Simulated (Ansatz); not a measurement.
# Relaxing AlN

Computed with DFT r2SCAN, scalar-relativistic, plane waves, PAW (Ansatz). Run with 500 eV cutoff, 12×12×6 k-mesh, Gaussian smearing of 0.02 eV, no spin polarisation.

What was changed: biaxial strain in the a-b plane, c and atoms relaxed: +1.5 %.

Command:

```bash
ansatz run input.yaml --threads 1 --pin off --max-ram 2560MiB --backend cpu --events-out ev --progress --plain --runs-dir out
```

Input:

```yaml
crystal:
  lattice:
    - [3.1532975096, 0.0, 0.0]
    - [-1.5766487548, 2.730835749, 0.0]
    - [0.0, 0.0, 4.933766768]
  atoms:
    - { symbol: Al, position: [0.6666666667, 0.3333333333, 0.499204992] }
    - { symbol: Al, position: [0.3333333333, 0.6666666667, 0.999204992] }
    - { symbol: "N", position: [0.6666666667, 0.3333333333, 0.880795008] }
    - { symbol: "N", position: [0.3333333333, 0.6666666667, 0.380795008] }
basis:
  ecutwfc: 500
kpoints:
  mp_grid: { grid: [12, 12, 6] }
hamiltonian:
  xc: r2scan
scf:
  occupations: { method: gaussian, width: 0.02 }
output:
  forces: true
  stress: true
  eigenvalues: true
relax:
  adjacent_minimum: "off"
  f_tol: 0.008
  max_steps: 40
  cell: { stress_tol: 0.015, fix: [a, b, gamma] }
```

F is the free energy. Steps run on the plane waves of an earlier cell, but the last one, and at times one on the way, on a freshly chosen basis, so a repeated geometry can differ a little in energy. The held parts of the cell keep their stress, so P needn't end at zero.

Steps:

```tsv
step	F − F(1) (eV)	largest force component (eV/Å)	V (Å³/atom)	P (GPa)
1	0.0000	0.269	10.621	-4.27
2	-0.0026	0.194	10.625	-4.40
3	-0.0054	0.011	10.624	-4.55
4	-0.0054	0.000	10.627	-4.61
5	-0.0054	0.000	10.626	-4.59
6	-0.0054	0.000	10.626	-4.60
```

Relaxed structure:

```
CELL_PARAMETERS angstrom
3.15330 0.00000 0.00000
-1.57665 2.73084 0.00000
0.00000 0.00000 4.93615
ATOMIC_POSITIONS crystal
Al 0.66667 0.33333 0.49717
Al 0.33333 0.66667 0.99717
N 0.66667 0.33333 0.88283
N 0.33333 0.66667 0.38283
```

The structure is hexagonal, space group P6_3mc (No. 186). Conventional cell: a = 3.153 Å, b = 3.153 Å, c = 4.936 Å, α = 90.00°, β = 90.00°, γ = 120.00°. Al (site symmetry 3m) is surrounded by 4 N at 1.90 to 1.91 Å. N (site symmetry 3m) is surrounded by 4 Al at 1.90 to 1.91 Å.

The run converged. Time: 49 s on 1 thread of Arm Neoverse V1 (shared host), peak memory 0.44 GiB.